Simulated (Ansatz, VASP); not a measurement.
## Cross-check of Zn4Se3S between VASP and Ansatz

Wanted: the spread between two codes on one cell, functional and k mesh. The cell is generated by rule, not measured, and may not be a known phase. The cell is taken from a series of runs on this material, whose earlier steps may have relaxed, scaled, displaced or heated it; both programs get it as it stands.

Main program and level: Ansatz 0.2.0; plane waves, with VASP 6.6.1 beside it; relaxation of cell and atoms at LDA.

The structure was built from a prototype and need not be the compound's stable phase.

### Step 1. Starting point

It takes space group P3m1 (No. 156, trigonal). The conventional cell has a = 3.881 Å, b = 3.881 Å, c = 12.767 Å, α = 90.00°, β = 90.00°, γ = 120.00°. S has 4 Zn at 2.30 to 2.34 Å nearest. Nearest to Se lie 4 Zn at 2.39 to 2.42 Å. Nearest to Se lie 4 Zn at 2.39 to 2.41 Å. Nearest to Se lie 4 Zn at 2.40 to 2.41 Å. Zn has 1 S at 2.30 Å and 3 Se at 2.40 Å nearest. Nearest to Zn lie 3 S at 2.34 Å and 1 Se at 2.42 Å. Farther neighbours and most contacts between anions are not listed.

Coordinates:

```cif
data_structure
_symmetry_space_group_name_H-M 'P 1'
_symmetry_Int_Tables_number 1
_cell_length_a 3.8806
_cell_length_b 3.8806
_cell_length_c 12.7666
_cell_angle_alpha 90.000
_cell_angle_beta 90.000
_cell_angle_gamma 120.000
_cell_volume 166.49
loop_
_atom_site_label
_atom_site_type_symbol
_atom_site_fract_x
_atom_site_fract_y
_atom_site_fract_z
_atom_site_occupancy
S1 S 0.33333 0.66667 0.18835 1
Se2 Se 0.66667 0.33333 0.43184 1
Se3 Se 0.33333 0.66667 0.68674 1
Se4 Se 0.66667 0.33333 0.94156 1
Zn5 Zn 0.33333 0.66667 0.00838 1
Zn6 Zn 0.66667 0.33333 0.24229 1
Zn7 Zn 0.33333 0.66667 0.49799 1
Zn8 Zn 0.66667 0.33333 0.75285 1
```

### Step 2. VASP: relaxation of cell and atoms, LDA

The relaxed volume is the usual yardstick between codes: in a stiff, nearly cubic crystal its relative difference is about their pressure difference at one cell divided by the bulk modulus.

Lines of VASP's logs that name or quote its potential files are left out, and so is its time.

Input file INCAR:

```
SYSTEM = Zn4Se3S
PREC = Accurate
ENCUT = 500
EDIFF = 1E-07
NELM = 120
ISMEAR = 0
SIGMA = 0.01
LREAL = .FALSE.
ALGO = Normal
GGA = CA
NBANDS = 44
LORBIT = 11
LWAVE = .FALSE.
LCHARG = .FALSE.
ISIF = 3
IBRION = 2
NSW = 80
EDIFFG = -0.005
LASPH = .TRUE.
GGA_COMPAT = .FALSE.
NELMIN = 4
EFERMI = MIDGAP
KPAR = 2
```

Input file POSCAR:

```
Zn4Se3S
1.0
    3.8805680000      0.0000000000      0.0000000000
   -1.9402840000      3.3606710000      0.0000000000
    0.0000000000      0.0000000000     12.7666280000
S Se Zn
1 3 4
Direct
    0.3333332837      0.6666665675      0.1883495000
    0.6666667163      0.3333334325      0.4318398719
    0.3333332837      0.6666665675      0.6867414011
    0.6666667163      0.3333334325      0.9415614679
    0.3333332837      0.6666665675      0.0083820097
    0.6666667163      0.3333334325      0.2422881751
    0.3333332837      0.6666665675      0.4979855291
    0.6666667163      0.3333334325      0.7528520452
```

Input file KPOINTS:

```
Automatic mesh
0
Gamma
9 9 2
0 0 0
```

Potentials, in the order of the species: S, Se and Zn (LDA family, release 64).

Started as:

```sh
> mpirun -np 2 vasp_std
```

Numbers of over 12 decimals in the logs are rounded to 6 here.

Log:

```text
[banner, memory and clock lines left out]
running    2 mpi-ranks, on    1 nodes
 distrk:  each k-point on    1 cores,    2 groups
 distr:  one band on    1 cores,    1 groups

 POSCAR found type information on POSCAR S SeZn
 POSCAR found :  3 types and       8 ions
 LDA part: xc-table for (Slater(with rela. corr.)+CA(PZ))
 , standard interpolation
 POSCAR, INCAR and KPOINTS ok, starting setup
 FFT: planning ... GRIDC
 FFT: planning ... GRID_SOFT
 FFT: planning ... GRID
 WAVECAR not read
 entering main loop
       N       E                     dE             d eps       ncg     rms          rms(c)
DAV:   1     0.562462176365E+03    0.56246E+03   -0.32473E+04  2112   0.189E+03
DAV:   2     0.420996626721E+02   -0.52036E+03   -0.50451E+03  2112   0.429E+02
DAV:   3    -0.284785835170E+02   -0.70578E+02   -0.69325E+02  2348   0.150E+02
DAV:   4    -0.315622630240E+02   -0.30837E+01   -0.30730E+01  2544   0.304E+01
DAV:   5    -0.315978823564E+02   -0.35619E-01   -0.35594E-01  2464   0.336E+00    0.118E+01
DAV:   6    -0.302596191656E+02    0.13383E+01   -0.32349E+00  2916   0.395E+01    0.885E+00
DAV:   7    -0.302600664996E+02   -0.44733E-03   -0.31473E+00  2308   0.760E+00    0.277E+00
DAV:   8    -0.302183084974E+02    0.41758E-01   -0.14052E-01  2668   0.388E+00    0.857E-01
DAV:   9    -0.302137890809E+02    0.45194E-02   -0.53799E-02  2644   0.222E+00    0.314E-01
DAV:  10    -0.302136996228E+02    0.89458E-04   -0.24020E-03  2476   0.943E-01    0.226E-01
DAV:  11    -0.302137032193E+02   -0.35965E-05   -0.51987E-04  2852   0.260E-01    0.152E-01
DAV:  12    -0.302137112399E+02   -0.80206E-05   -0.16075E-04  2844   0.125E-01    0.288E-02
DAV:  13    -0.302137120510E+02   -0.81109E-06   -0.45999E-05  2676   0.145E-01    0.329E-02
DAV:  14    -0.302137130069E+02   -0.95596E-06   -0.11914E-05  2340   0.246E-02    0.296E-02
DAV:  15    -0.302137129782E+02    0.28669E-07   -0.40823E-06  2812   0.442E-02    0.120E-02
DAV:  16    -0.302137126220E+02    0.35628E-06   -0.42224E-06  2700   0.279E-02    0.772E-03
DAV:  17    -0.302137123091E+02    0.31285E-06   -0.99277E-07  2648   0.172E-02    0.350E-03
DAV:  18    -0.302137123113E+02   -0.22237E-08   -0.40241E-07  1920   0.561E-03
   1 F= -.30213712E+02 E0= -.30213712E+02  d E =-.302137E+02
[...]
2 F= -.30214455E+02 E0= -.30214455E+02  d E =-.742348E-03
[...]
3 F= -.30214565E+02 E0= -.30214565E+02  d E =-.853024E-03
[...]
4 F= -.30214565E+02 E0= -.30214565E+02  d E =-.852511E-03
 curvature:  -0.36 expect dE=-0.230E-05 dE for cont linesearch -0.866E-06
 ZBRENT: accuracy reached
 trial: gam=-0.03004 g(F)=  0.430E-05 g(S)=  0.212E-05 ort = 0.735E-04 (trialstep = 0.943E+00)
 search vector abs. value=  0.402E-05
 bond charge predicted
       N       E                     dE             d eps       ncg     rms          rms(c)
DAV:   1    -0.302145674998E+02   -0.26085E-05   -0.72560E-04  2148   0.132E-01    0.606E-03
DAV:   2    -0.302145679753E+02   -0.47549E-06   -0.60620E-06  2504   0.180E-02    0.199E-03
DAV:   3    -0.302145679633E+02    0.11929E-07   -0.41349E-07  2408   0.421E-03    0.137E-03
DAV:   4    -0.302145679437E+02    0.19623E-07   -0.22063E-08  1300   0.544E-03
   5 F= -.30214568E+02 E0= -.30214568E+02  d E =-.312092E-05
 trial-energy change:   -0.000003  1 .order   -0.000003   -0.000004   -0.000002
 step:   2.3199(harm=  2.3199)  dis= 0.00079  next Energy=   -30.214570 (dE=-0.488E-05)
 reached required accuracy - stopping structural energy minimisation
```

From OUTCAR (step 2):

```text
ion  position               nearest neighbor table
   1  0.333  0.667  0.188-   5 2.30   6 2.34   6 2.34   6 2.34
   2  0.667  0.333  0.432-   7 2.39   7 2.39   7 2.39   6 2.42
   3  0.333  0.667  0.687-   8 2.39   8 2.39   8 2.39   7 2.41
   4  0.667  0.333  0.942-   5 2.40   5 2.40   5 2.40   8 2.41
   5  0.333  0.667  0.008-   1 2.30   4 2.40   4 2.40   4 2.40
   6  0.667  0.333  0.242-   1 2.34   1 2.34   1 2.34   2 2.42
   7  0.333  0.667  0.498-   2 2.39   2 2.39   2 2.39   3 2.41
   8  0.667  0.333  0.753-   3 2.39   3 2.39   3 2.39   4 2.41

  LATTYP: Found a hexagonal cell.
 ALAT       =     3.8805680000
 C/A-ratio  =     3.2898864290

 Subroutine GETGRP returns: Found  6 space group operations
 (whereof  6 operations were pure point group operations)

The static configuration has the point symmetry C_3v.

 Found     24 irreducible k-points:

   k-points           NKPTS =     24   k-points in BZ     NKDIM =     24   number of bands    NBANDS=     44

   dimension x,y,z NGX =    28 NGY =   28 NGZ =   96
   dimension x,y,z NGXF=    56 NGYF=   56 NGZF=  192

   ENCUT  =  500.0 eV  36.75 Ry    6.06 a.u.   7.08  7.08 23.28*2*pi/ulx,y,z

   NELECT =      72.0000    total number of electrons

 k-points in reciprocal lattice and weights: Automatic mesh
   0.00000000  0.00000000  0.00000000       0.006
   0.11111111  0.00000000  0.00000000       0.037
   0.22222222  0.00000000  0.00000000       0.037
   0.33333333  0.00000000  0.00000000       0.037
   0.44444444  0.00000000  0.00000000       0.037
   0.11111111  0.11111111  0.00000000       0.037
   0.22222222  0.11111111  0.00000000       0.074
   0.33333333  0.11111111  0.00000000       0.074
   0.44444444  0.11111111  0.00000000       0.037
[...]
0.33333333  0.22222222  0.50000000       0.074
   0.33333333  0.33333333  0.50000000       0.012

 average (electrostatic) potential at core
       1 -89.5390       2 -61.5847       3 -61.6099       4 -61.6076       5 -37.6818
       6 -37.8029       7 -37.6667       8 -37.6820

 E-fermi :   2.8852

 k-point     1 :       0.0000    0.0000    0.0000
  band No.  band energies     occupation
    ...
     32       1.7770      2.00000
     33       1.7771      2.00000
     34       1.9575      2.00000
     35       2.1998      2.00000
     36       2.1998      2.00000
     37       3.5706      0.00000
     38       4.4821      0.00000
     39       5.0110      0.00000
     40       5.1891      0.00000
     41       7.7542      0.00000
    ...

 k-point     2 :       0.1111    0.0000    0.0000
  band No.  band energies     occupation
    ...
     32       1.2711      2.00000
     33       1.3495      2.00000
     34       1.5948      2.00000
     35       1.8454      2.00000
     36       2.0727      2.00000
     37       4.3523      0.00000
     38       5.1425      0.00000
     39       5.6600      0.00000
     40       5.8339      0.00000
     41       7.3649      0.00000
    ...

 k-point     3 :       0.2222    0.0000    0.0000
  band No.  band energies     occupation
    ...
     32       0.3263      2.00000
     33       0.9322      2.00000
     34       1.1847      2.00000
     35       1.4735      2.00000
     36       1.7563      2.00000
     37       5.2243      0.00000
     38       5.6326      0.00000
     39       5.9000      0.00000
     40       5.9850      0.00000
     41       7.2701      0.00000
    ...

  Total        0.0054235      0.0054235      0.0058302      0.0000000      0.0000000      0.0000000
  in kB        0.0519541      0.0519541      0.0558508      0.0000000      0.0000000      0.0000000
  external PRESSURE =       0.0532530 kB  Pullay stress =       0.0000000 kB

  energy-cutoff  :      500.00
  volume of cell :      167.25
      direct lattice vectors                 reciprocal lattice vectors
     3.886469275 -0.000000000  0.000000000     0.257302948  0.148553902 -0.000000000
    -1.943234637  3.365781656  0.000000000     0.000000000  0.297107805 -0.000000000
     0.000000000  0.000000000 12.785745528     0.000000000  0.000000000  0.078212099

 POSITION                                       TOTAL-FORCE (eV/Angst)
 -----------------------------------------------------------------------------------
     -0.00000      2.24385      2.40817        -0.000000      0.000000      0.000031
      1.94323      1.12193      5.52110         0.000000     -0.000000     -0.002410
     -0.00000      2.24385      8.78040         0.000000     -0.000000     -0.000058
      1.94323      1.12193     12.03852        -0.000000      0.000000      0.001884
     -0.00000      2.24385      0.10792         0.000000      0.000000      0.004261
      1.94323      1.12193      3.09739        -0.000000     -0.000000     -0.002975
     -0.00000      2.24385      6.36719         0.000000     -0.000000     -0.000892
      1.94323      1.12193      9.62586         0.000000      0.000000      0.000160
 -----------------------------------------------------------------------------------
    total drift:                               -0.000000      0.000055      0.000922

  FREE ENERGIE OF THE ION-ELECTRON SYSTEM (eV)
  ---------------------------------------------------
  free  energy   TOTEN  =       -30.2145679437 eV

  energy  without entropy=      -30.2145679437  energy(sigma->0) =      -30.21456794

 reached required accuracy - stopping structural energy minimisation

 total charge
# of ion       s       p       d       tot
------------------------------------------
    1        1.315   2.412   0.000   3.727
    2        1.439   2.452   0.036   3.927
    3        1.439   2.451   0.036   3.926
    4        1.439   2.452   0.036   3.927
    5        0.558   0.516   9.795  10.869
    6        0.534   0.477   9.795  10.806
    7        0.560   0.507   9.791  10.858
    8        0.560   0.507   9.791  10.858
--------------------------------------------------
tot          7.843  11.775  39.279  58.897

[... 3 further parts left out ...]
```

CONTCAR:

```
Zn4Se3S
   1.00000000000000
     3.8864692749796204   -0.0000000000000000    0.0000000000000000
    -1.9432346374898102    3.3657816564692715    0.0000000000000000
     0.0000000000000000    0.0000000000000000   12.7857455284543313
  S               Se              Zn
     1     3     4
Direct
     0.3333332837000000    0.6666665675000019    0.1883481884014274
     0.6666667163000000    0.3333334324999981    0.4318167684933945
     0.3333332837000000    0.6666665675000019    0.6867331402020446
     0.6666667163000000    0.3333334324999981    0.9415582862238085
     0.3333332837000000    0.6666665675000019    0.0084405854944429
     0.6666667163000000    0.3333334324999981    0.2422534763023528
     0.3333332837000000    0.6666665675000019    0.4979912137920436
     0.6666667163000000    0.3333334324999981    0.7528583410904928
```

The gap is read on the k-mesh alone, so it is an upper bound where the band edges lie off the mesh. The run keeps the 6 symmetry operations of its start, so it cannot find a distortion of lower symmetry.

[end of part 1 of 2]

[Lines on the potential files, build, host, timing and source positions are cut from VASP's logs without a mark.]

[Logs are printed without paths, hosts, clocks, repeated set-up lines and the standing remarks that a program may print on its own settings, such as how far it seeks lower states.]

[Hosts, paths, dates, database ids (printed as entryN), source tags and the programs' standing remarks are cut or masked in the printed files.]
